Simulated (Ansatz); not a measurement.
TiC: moving Ti off its site

TiC, Fm-3m, a = 4.328 Å (as given, not relaxed at this level: 0.9 GPa). Ansatz: PBE, PAW, 420 eV, Γ-centred 18×18×18 mesh on 2 atoms, Gaussian smearing 0.15 eV; no spin polarisation.

```xyz
2
Lattice="0.0000 2.1640 2.1640 2.1640 0.0000 2.1640 2.1640 2.1640 0.0000" Properties=species:S:1:pos:R:3 pbc="T T T"
Ti    0.0000    0.0000    0.0000
C     2.1640    2.1640    2.1640
```

Atom 1 (Ti) moves by x along the unit vector (0.000, 0.000, -1.000), with its periodic images; all else is held. y is the free energy of the cell over the start, F the force along the path summed over the moved atoms. Symmetry makes y even in x.

```tsv
x (Å)	y (meV)	F (eV/Å)
-0.200	?	?
-0.100	46.3	0.91
0.000	0.0	0.00
0.025	2.9	-0.23
0.050	11.7	-0.47
0.075	26.2	-0.69
0.125	71.8	-1.14
0.150	103.3	-1.39
0.175	141.4	-1.67
```

**Question.** Fit y = c2 x² + c4 x⁴ to the energies of the other rows, give the force constant, and predict energy and force of the missing row.

**Answer.** Least squares on the rows shown. y = 4601.8 x² + 275.25 x⁴. The force constant is 2 c2 = 9.20 eV/Å² (for all images moving together, not for a lone atom). With two atoms in a cubic cell this is the optical mode at Γ (in a metal it hangs on mesh and smearing): ω = 521.5 √(2 c2/μ) = 511 cm⁻¹ for μ = 9.60 u. The force −dy/dx at the missing row is 1.85 eV/Å (computed 1.98). At x = -0.200 the fit asked for gives 184.5 meV. The run gave 186.9 meV, so the fit is 2.4 meV too low, 1.3 % of the span of the series, against an rms of 0.2 meV on the fitted rows. The row lies outside the fitted range. With a term in x⁶ added, a fit to the same known rows predicts 187.8 meV, so most of the miss is curvature that the known rows already hold.

The well is steep and nearly harmonic, with no sign of off-centring. Ti moves straight towards one carbon and away from the opposite one, so inversion symmetry cancels the odd anharmonic terms of the two bonds. What remains is a hardening at large displacement, where repulsion in the shortened contact outgrows the softening of the stretched one. The stiffness fits the strong Ti 3d–C 2p covalency of the carbide, whose bonding states are largely filled and antibonding states largely empty.

The force shows the hardening more clearly than the energy, since differentiation gives the higher powers more weight: at the missing row the fit yields 1.85 against 1.98 eV/Å. The force constant is therefore well supported, whereas the quartic coefficient is an effective parameter of the fitted range rather than a reliable anharmonic constant. Cubic symmetry carries the harmonic result over to every direction of the Γ optical mode, and metallic screening removes the LO–TO splitting expected of a polar insulator. Stability against distortions at other wavevectors remains untested.
